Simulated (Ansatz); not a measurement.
# C₄H₉N: basis-set convergence

The task here is to estimate one member of a computed series from the others.

The runs use Ansatz 0.2.0, Gaussian basis; one geometry, several basis sets.

Plan: PBE0-D4/def2-SVP; ωB97M-V/def2-SVP; PBE0-D4/def2-QZVPP; ωB97M-V/def2-QZVPP; the functionals' def2-TZVPP values are taken from earlier runs.

### The relaxed structure

The geometry comes from an earlier relaxation with PBE0-D4 in a triple-zeta def2 set; it is a stationary point, not always the lowest conformer.

14 atoms, charge 0, spin multiplicity 1.

Atoms are counted from 1 here; the program's logs count them from 0.

Bond lengths: C1–C2 1.542 Å, C1–C5 1.540 Å, C1–H6 1.092 Å, C1–H7 1.092 Å, C2–C3 1.540 Å, C2–H8 1.093 Å, C2–H9 1.092 Å, C3–N4 1.457 Å, C3–H10 1.096 Å, C3–H11 1.091 Å, N4–C5 1.457 Å, N4–H12 1.014 Å, C5–H13 1.096 Å, C5–H14 1.091 Å. Angles: C2–C1–C5 104.1°, C2–C1–H6 110.7°, C2–C1–H7 112.5°, C5–C1–H6 110.6°, C5–C1–H7 111.9°, H6–C1–H7 107.0°, C1–C2–C3 104.1°, C1–C2–H8 110.7°, C1–C2–H9 112.5°, C3–C2–H8 110.5°, C3–C2–H9 112.0°, H8–C2–H9 107.0°, C2–C3–N4 106.9°, C2–C3–H10 110.0°, C2–C3–H11 113.5°, N4–C3–H10 108.1°, N4–C3–H11 110.8°, H10–C3–H11 107.3° and more.

Set-up of the first run:

File in.yaml:

```yaml
crystal:
  periodic: [false, false, false]
  atoms:
    - {symbol: C, position_ang: [-0.898441, 0.724674, 0.236837]}
    - {symbol: C, position_ang: [0.028936, -0.070077, 1.177948]}
    - {symbol: C, position_ang: [1.075128, -0.693565, 0.236050]}
    - {symbol: N, position_ang: [0.473504, -0.746104, -1.089938]}
    - {symbol: C, position_ang: [-0.310567, 0.479808, -1.165473]}
    - {symbol: H, position_ang: [-1.922654, 0.349018, 0.295126]}
    - {symbol: H, position_ang: [-0.933539, 1.787548, 0.484472]}
    - {symbol: H, position_ang: [-0.528630, -0.850421, 1.701296]}
    - {symbol: H, position_ang: [0.489859, 0.559973, 1.941400]}
    - {symbol: H, position_ang: [1.961822, -0.052172, 0.183023]}
    - {symbol: H, position_ang: [1.409144, -1.683892, 0.550223]}
    - {symbol: H, position_ang: [-0.153696, -1.541869, -1.135750]}
    - {symbol: H, position_ang: [0.363477, 1.299427, -1.437792]}
    - {symbol: H, position_ang: [-1.067344, 0.408453, -1.948523]}
basis:
  gaussian: {orbitals: def2-SVP}
hamiltonian: {xc: pbe0, dispersion: d4}
output: {orbitals: {seedname: orbitals}}
```

Run with:

```sh
$ ansatz run in.yaml --threads 4 --pin off --events-out ev --progress --plain --max-ram 10444MiB
```

Steps of the session up to this table: PBE0-D4 in def2-SVP; ωB97M-V in def2-SVP; PBE0-D4 in def2-QZVPP; ωB97M-V in def2-QZVPP.

One table of the session follows, with a row left open; its other results are not shown here.

It belongs to the step «Functionals by basis». 

| functional | basis | HOMO (eV) | LUMO (eV) |
| --- | --- | --- | --- |
| PBE0-D4 | def2-SVP | -6.39 | 1.55 |
| PBE0-D4 | def2-TZVPP | ? | ? |
| PBE0-D4 | def2-QZVPP | -6.61 | 0.58 |
| ωB97M-V | def2-SVP | -8.77 | 3.20 |
| ωB97M-V | def2-TZVPP | -8.96 | 2.41 |
| ωB97M-V | def2-QZVPP | -8.99 | 1.77 |

Q: Estimate the row for PBE0-D4, def2-TZVPP from the others.

As computed: HOMO (eV): -6.57; LUMO (eV): 0.97. In the column «HOMO (eV)» it lies between PBE0-D4, def2-QZVPP (-6.61) and PBE0-D4, def2-SVP (-6.39).
